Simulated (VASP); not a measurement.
# TiO2 (P4_2/mnm) in VASP: further runs

Aim: see how the results for TiO2 move with the level of theory and the settings. Levels: PBE0, r2SCAN-EpsX, PBE, LDA, PBEsol. Tasks: band structure.

Everything below comes from runs of VASP 6.6.1. Logs are shortened: lines on timing, memory, paths and dates and some standing lists are left out, and cuts for length are marked.

**What was measured.**

From “Shallow Valence Band of Rutile GeO2 and P-type Doping”, 2020, arxiv:2011.08928, for a bulk crystal of TiO2 at 1.6 K: band gap 3.03 eV (direct).

How close the calculation comes is told below.

### Step 1. Starting point

It takes space group P4_2/mnm (No. 136, tetragonal). The conventional cell has a = 4.600 Å, b = 4.600 Å, c = 2.959 Å, α = 90.00°, β = 90.00°, γ = 90.00°. Ti (site symmetry mmm) has 6 O at 1.95 to 1.98 Å as nearest neighbours. Around O (site symmetry m2m) lie 3 Ti at 1.95 to 1.98 Å.

The cell is a database's computed one.

### Step 2. Band structure, PBE0

Input file POSCAR:

```
TiO2
1.0
    4.5998373239      0.0000000000      0.0000000000
    0.0000000000      4.5998373239      0.0000000000
    0.0000000000      0.0000000000      2.9592135600
Ti O
2 4
Direct
    0.0000000000      0.0000000000      0.5000000000
    0.5000000000      0.5000000000      0.0000000000
    0.3043213200      0.3043213200      0.5000000000
    0.1956786800      0.8043213200      0.0000000000
    0.8043213200      0.1956786800      0.0000000000
    0.6956786800      0.6956786800      0.5000000000
```

Input file INCAR.step1:

```
ALGO = Normal ; EDIFF = 1E-5
ENCUT = 520 ; GGA = PE
ISIF = 2 ; ISMEAR = 0
KPAR = 4 ; LASPH = T
LCHARG = F ; LMAXMIX = 4
LREAL = F ; LWAVE = T
NELM = 100 ; PREC = Accurate
SIGMA = 0.02
```

Input file INCAR.step2:

```
AEXX = 0.25 ; ALGO = Normal
EDIFF = 1E-6 ; ENCUT = 520
GGA = PE ; HFRCUT = -1
ISIF = 2 ; ISMEAR = 0
ISTART = 1 ; KPAR = 4
LASPH = T ; LCHARG = F
LHFCALC = T ; LMAXMIX = 4
LREAL = F ; LWAVE = F
NELM = 100 ; PREC = Accurate
PRECFOCK = Fast ; SIGMA = 0.02
```

Input file KPOINTS:

```
k-points
0
Gamma
  4 4 6
```

Input file KPOINTS_OPT:

```
path GXMGZRAZ,XR,MA
8
line-mode
reciprocal
 0.0000000000  0.0000000000  0.0000000000  G
 0.0000000000  0.5000000000  0.0000000000  X

 0.0000000000  0.5000000000  0.0000000000  X
 0.5000000000  0.5000000000  0.0000000000  M

 0.5000000000  0.5000000000  0.0000000000  M
 0.0000000000  0.0000000000  0.0000000000  G

 0.0000000000  0.0000000000  0.0000000000  G
 0.0000000000  0.0000000000  0.5000000000  Z

 0.0000000000  0.0000000000  0.5000000000  Z
 0.0000000000  0.5000000000  0.5000000000  R

 0.0000000000  0.5000000000  0.5000000000  R
 0.5000000000  0.5000000000  0.5000000000  A

 0.5000000000  0.5000000000  0.5000000000  A
 0.0000000000  0.0000000000  0.5000000000  Z

 0.0000000000  0.5000000000  0.0000000000  X
 0.0000000000  0.5000000000  0.5000000000  R

 0.5000000000  0.5000000000  0.0000000000  M
 0.5000000000  0.5000000000  0.5000000000  A
```

Potentials or basis: VASP PAW PBE potentials, release 64 (Ti_sv, O).

Command:

```bash
> cat potpaw_PBE.64/Ti_sv/POTCAR potpaw_PBE.64/O/POTCAR > POTCAR
> cp INCAR.step1 INCAR
> mpirun -np 4 vasp_std > vasp.out
> cp INCAR.step2 INCAR
> mpirun -np 4 vasp_std > vasp.out
```

OUTCAR:

```text
AEXX = 0.25
   EDIFF = 1E-6
   ENCUT = 520
   GGA = PE
   ISIF = 2
   ISMEAR = 0
   ISTART = 1
   LASPH = T
   LHFCALC = T
   LREAL = F
   NELM = 100
   PREC = Accurate
   PRECFOCK = Fast

 ion  position               nearest neighbor table
   1  0.000  0.000  0.500-   4 1.95   5 1.95   4 1.95   5 1.95   3 1.98   6 1.98
   2  0.500  0.500  0.000-   3 1.95   6 1.95   3 1.95   6 1.95   5 1.98   4 1.98
   3  0.304  0.304  0.500-   2 1.95   2 1.95   1 1.98
   4  0.196  0.804  0.000-   1 1.95   1 1.95   2 1.98
   5  0.804  0.196  0.000-   1 1.95   1 1.95   2 1.98
   6  0.696  0.696  0.500-   2 1.95   2 1.95   1 1.98

  LATTYP: Found a simple tetragonal cell.
 ALAT       =     4.5998373239
 C/A-ratio  =     0.6433300466

  Lattice vectors:

 A1 = (   4.5998373239,   0.0000000000,   0.0000000000)
 A2 = (   0.0000000000,   4.5998373239,   0.0000000000)
 A3 = (   0.0000000000,   0.0000000000,   2.9592135600)

Analysis of symmetry for initial positions (statically):
=====================================================================
 Subroutine PRICEL returns:
 Original cell was already a primitive cell.

 Routine SETGRP: Setting up the symmetry group for a
 simple tetragonal supercell.

 Subroutine GETGRP returns: Found 16 space group operations
 (whereof  8 operations were pure point group operations)
 out of a pool of 16 trial point group operations.

The static configuration has the point symmetry D_2h.
 The point group associated with its full space group is D_4h.

Analysis of symmetry for dynamics (positions and initial velocities):
=====================================================================
 Subroutine PRICEL returns:
 Original cell was already a primitive cell.

 Routine SETGRP: Setting up the symmetry group for a
 simple tetragonal supercell.

 Subroutine GETGRP returns: Found 16 space group operations
 (whereof  8 operations were pure point group operations)
 out of a pool of 16 trial point group operations.

The dynamic configuration has the point symmetry D_2h.
 The point group associated with its full space group is D_4h.

 Subroutine INISYM returns: Found 16 space group operations
 (whereof  8 operations are pure point group operations),
 and found     1 'primitive' translations

----------------------------------------------------------------------------------------

                                     Primitive cell

  volume of cell :      62.6125

  direct lattice vectors                    reciprocal lattice vectors
     4.599837324  0.000000000  0.000000000     0.217398993  0.000000000  0.000000000
     0.000000000  4.599837324  0.000000000     0.000000000  0.217398993  0.000000000
     0.000000000  0.000000000  2.959213560     0.000000000  0.000000000  0.337927622

  length of vectors
     4.599837324  4.599837324  2.959213560     0.217398993  0.217398993  0.337927622

  position of ions in fractional coordinates (direct lattice)
     0.000000000  0.000000000  0.500000000
     0.500000000  0.500000000  0.000000000
     0.304321320  0.304321320  0.500000000
     0.195678680  0.804321320  0.000000000
     0.804321320  0.195678680  0.000000000
     0.695678680  0.695678680  0.500000000

  ion indices of the primitive-cell ions
   primitive index   ion index
                 1           1
                 2           2
                 3           3
                 4           4
                 5           5
                 6           6

----------------------------------------------------------------------------------------

 KPOINTS: k-points

Automatic generation of k-mesh.
 Grid dimensions read from file:
 generate k-points for:    4    4    6

 Generating k-lattice:

  Cartesian coordinates                     Fractional coordinates (reciprocal lattice)
     0.054349748  0.000000000  0.000000000     0.250000000  0.000000000  0.000000000
     0.000000000  0.054349748  0.000000000     0.000000000  0.250000000  0.000000000
     0.000000000  0.000000000  0.056321270     0.000000000  0.000000000  0.166666667

  Length of vectors
     0.054349748  0.054349748  0.056321270

  Shift w.r.t. Gamma in fractional coordinates (k-lattice)
     0.000000000  0.000000000  0.000000000

 Subroutine IBZKPT returns following result:
 ===========================================

 Found     24 irreducible k-points:

 Following reciprocal coordinates:
            Coordinates               Weight
  0.000000  0.000000  0.000000      1.000000
  0.250000  0.000000  0.000000      4.000000
  0.500000  0.000000  0.000000      2.000000
  0.250000  0.250000  0.000000      4.000000
  0.500000  0.250000  0.000000      4.000000
  0.500000  0.500000  0.000000      1.000000
[... 16 lines left out ...]
  0.500000  0.250000  0.500000      4.000000
  0.500000  0.500000  0.500000      1.000000
   k-points           NKPTS =     24   k-points in BZ     NKDIM =     96   number of bands    NBANDS=     28
   number of dos      NEDOS =    301   number of ions     NIONS =      6
   total plane-waves  NPLWV =  31104
   dimension x,y,z NGX =    36 NGY =   36 NGZ =   24
   dimension x,y,z NGXF=    72 NGYF=   72 NGZF=   48
   ions per type =               2   4
   NGX,Y,Z   is equivalent  to a cutoff of  13.01, 13.01, 13.48 a.u.
   NGXF,Y,Z  is equivalent  to a cutoff of  26.02, 26.02, 26.97 a.u.
 SYSTEM =  unknown system
   PREC   = accura    normal or accurate (medium, high low for compatibility)
   ISTART =      1    job   : 0-new  1-cont  2-samecut
   ICHARG =      0    charge: 1-file 2-atom 10-const
   ISPIN  =      1    spin polarized calculation?
   LNONCOLLINEAR =      F non collinear calculations
   LSORBIT =      F    spin-orbit coupling
   LASPH  =      T    aspherical Exc in radial PAW
   ENCUT  =  520.0 eV  38.22 Ry    6.18 a.u.   8.55  8.55  5.50*2*pi/ulx,y,z
   NELM   =    100;   NELMIN=  2; NELMDL=  0     # of ELM steps
   EDIFF  = 0.1E-05   stopping-criterion for ELM
   LREAL  =      F    real-space projection
   EDIFFG = 0.1E-04   stopping-criterion for IOM
   NSW    =      0    number of steps for IOM
   IBRION =     -1    ionic relax: 0-MD 1-quasi-New 2-CG
   NFREE  =      0    steps in history (QN), initial steepest desc. (CG)
   ISIF   =      2    stress and relaxation
   ISYM   =      3    0-nonsym 1-usesym 2-fastsym
   POTIM  = 0.5000    time-step for ionic-motion
   TEBEG  =    0.0;   TEEND  =   0.0 temperature during run
   PSTRESS=    0.0 pullay stress
   NELECT =      48.0000    total number of electrons
   NUPDOWN=      -1.0000    fix difference up-down
   EMIN   =  10.00;   EMAX   =-10.00  energy-range for DOS
   EFERMI =   0.00;   METHOD = LEGACY
   ISMEAR =     0;   SIGMA  =   0.02  broadening in eV -4-tet -1-fermi 0-gaus
   EFERMI_NEDOS =   21; number of points for ismear=-14 and -15
   IALGO  =     38    algorithm
   IMIX   =      1    mixing-type and parameters
     AMIX     =   0.40;   BMIX     =  1.00
     AMIX_MAG =   1.60;   BMIX_MAG =  1.00
  volume/ion in A,a.u.               =      10.44        70.42
  Fermi-wavevector in a.u.,A,eV,Ry     =   1.498309  2.831394 30.544140  2.244931
  Thomas-Fermi vector in A             =   2.610085
   LORBIT       =      0    0 simple, 1 ext, 2 COOP (PROOUT), +10 PAW based schemes
   GGA     = PE    functional components
   LHFCALC =     T    Hartree Fock is set to
   PRECFOCK=fast      Normal, Fast or Accurate (Low or Medium for compatibility)
   ENCUT4O =  -1.0   cutoff for four orbital integrals eV
   NKREDX  =     1    reduce k-point grid by
   NKREDY  =     1    reduce k-point grid by
   NKREDZ  =     1    reduce k-point grid by
   AEXX    =    0.2500 exact exchange contribution
   HFSCREEN=    0.0000 screening length (either q_TF or 0.3 A-1)
   HFSCREENC=   0.0000 screening length for correlation (either q_TF or 0.3 A-1)
   ENCUTFOCK=  -1.0 apply spherical cutoff to Coloumb kernel
   IVDW    =     0    specifies the selected vdW correction
   LEPSILON=     F    determine dielectric tensor
   LRPA    =     F    only Hartree local field effects (RPA)
 non-spin polarized calculation
 Gauss-broadening in eV      SIGMA  =   0.02
  energy-cutoff  :      520.00
  volume of cell :       62.61
 maximum number of plane-waves:      1720
 NGX is ok and might be reduce to    36
  NGX = 24; NGY = 24; NGZ = 14

 number of electron      48.0000021 magnetization

 Free energy of the ion-electron system (eV)
  ---------------------------------------------------
  ext. energy  EPLUGINS =         0.00000000
  ---------------------------------------------------
  free energy    TOTEN  =       -70.51850339 eV

  energy without entropy =      -70.51850339  energy(sigma->0) =      -70.51850339

 E-fermi :   3.7627     XC(G=0):  -8.9683

 val. band max:        3.4792932784   @ k =   0.0000   0.0000   0.0000
 cond. band min:       7.5725929275   @ k =   0.0000   0.0000   0.0000
 fundamental gap:      4.0932996491
 Fermi energy:         3.7627167383

 k-point     1 :       0.0000    0.0000    0.0000
  band No.  band energies     occupation
      1     -57.8899      2.00000
      2     -57.8721      2.00000
      3     -32.5237      2.00000
      4     -32.5237      2.00000
      5     -32.3499      2.00000
      6     -32.3499      2.00000
[... 20 lines left out ...]
     27       8.1777      0.00000
     28       8.2691      0.00000

 k-point     2 :       0.2500    0.0000    0.0000
  band No.  band energies     occupation
      1     -57.8874      2.00000
      2     -57.8747      2.00000
      3     -32.5028      2.00000
      4     -32.5012      2.00000
      5     -32.3743      2.00000
      6     -32.3728      2.00000
[... 20 lines left out ...]
     27       8.5288      0.00000
     28       8.6070      0.00000

 k-point     3 :       0.5000    0.0000    0.0000
  band No.  band energies     occupation
      1     -57.8811      2.00000
      2     -57.8811      2.00000
      3     -32.4645      2.00000
      4     -32.4645      2.00000
      5     -32.4131      2.00000
      6     -32.4131      2.00000
[... 616 lines left out ...]
      3     -32.7590      2.00000
      4     -32.7590      2.00000
      5     -32.3688      2.00000
      6     -32.3688      2.00000
[... 20 lines left out ...]
     27       9.1654      0.00000
     28       9.1655      0.00000

 k-point    24 :       0.5000    0.5000    0.5000
  band No.  band energies     occupation
      1     -57.8400      2.00000
      2     -57.8400      2.00000
      3     -32.7526      2.00000
      4     -32.7526      2.00000
      5     -32.3755      2.00000
      6     -32.3755      2.00000
[... 20 lines left out ...]
     27       9.0569      0.00000
     28       9.0572      0.00000

------------------------ aborting loop because EDIFF is reached ----------------------------------------

  FORCE on cell =-STRESS in cart. coord.  units (eV):
  Direction    XX          YY          ZZ          XY          YZ          ZX
  --------------------------------------------------------------------------------------
  -------------------------------------------------------------------------------------
  Total       -1.1571429     -1.1571429     -1.4793743      0.0000000      0.0000000      0.0000000
  in kB      -29.6098578    -29.6098578    -37.8553622      0.0000000      0.0000000      0.0000000
  external PRESSURE =     -32.3583593 kB  Pullay stress =       0.0000000 kB

 VOLUME and BASIS-vectors are now :
 -----------------------------------------------------------------------------
  energy-cutoff  :      520.00
  volume of cell :       62.61
      direct lattice vectors                 reciprocal lattice vectors
     4.599837324  0.000000000  0.000000000     0.217398993  0.000000000  0.000000000
     0.000000000  4.599837324  0.000000000     0.000000000  0.217398993  0.000000000
     0.000000000  0.000000000  2.959213560     0.000000000  0.000000000  0.337927622

 POSITION                                       TOTAL-FORCE (eV/Angst)
 -----------------------------------------------------------------------------------
      0.00000      0.00000      1.47961         0.000000      0.000000      0.000000
      2.29992      2.29992      0.00000         0.000000      0.000000      0.000000
      1.39983      1.39983      1.47961         0.119829      0.119829      0.000000
      0.90009      3.69975      0.00000        -0.119829      0.119829      0.000000
      3.69975      0.90009      0.00000         0.119829     -0.119829      0.000000
      3.20001      3.20001      1.47961        -0.119829     -0.119829      0.000000
 -----------------------------------------------------------------------------------
    total drift:                                0.000000     -0.000001      0.000000

  FREE ENERGIE OF THE ION-ELECTRON SYSTEM (eV)
  ---------------------------------------------------
  free  energy   TOTEN  =       -70.5185033930 eV

  energy  without entropy=      -70.5185033930  energy(sigma->0) =      -70.51850339
```

Run time: 45 min. Hardware: 4 MPI ranks of Intel Xeon 6975P-C (Granite Rapids), shared host; peak memory 0.27 GiB.

Results:

```yaml
Free_energy: -70.5185 eV
Pressure: -3.2 GPa
Largest_force: 0.169 eV/Å
Band_gap_on_the_k_mesh: 4.09 eV, direct
Band_gap_along_the_path: 4.09 eV, direct
```

Forces in eV/Å, atoms in the order of the input:
```
Ti   0.000  0.000  0.000
Ti   0.000  0.000  0.000
O    0.120  0.120  0.000
O   -0.120  0.120  0.000
O    0.120 -0.120  0.000
O   -0.120 -0.120  0.000
```

Levels at the corners of the path, in eV from the valence-band top:
```tsv
point	band 22	band 23	band 24	band 25	band 26	band 27
Γ	-0.42	-0.42	0.00	4.09	4.41	4.75
X	-1.76	-0.81	-0.81	4.84	4.84	5.39
X	-1.76	-0.81	-0.81	4.84	4.84	5.39
M	-1.43	-1.12	-1.12	4.11	4.11	4.82
M	-1.43	-1.12	-1.12	4.11	4.11	4.82
Γ	-0.42	-0.42	0.00	4.09	4.40	4.72
Γ	-0.42	-0.42	0.00	4.09	4.41	4.71
Z	-2.52	-1.60	-1.60	5.30	5.30	5.64
Z	-2.52	-1.60	-1.60	5.30	5.30	5.64
R	-2.23	-1.11	-1.11	4.13	4.13	5.67
R	-2.23	-1.11	-1.11	4.13	4.13	5.67
A	-1.36	-0.74	-0.74	4.89	4.90	5.60
A	-1.36	-0.74	-0.74	4.89	4.90	5.58
Z	-2.52	-1.60	-1.60	5.30	5.31	5.64
X	-1.76	-0.81	-0.81	4.84	4.84	5.40
R	-2.23	-1.11	-1.11	4.13	4.13	5.67
M	-1.43	-1.12	-1.12	4.11	4.11	4.82
A	-1.36	-0.74	-0.74	4.89	4.90	5.61
```

Caveat: the PAW data sets were made with another functional, which shifts forces and pressure a little.

(Continued in part 2 of 3.)
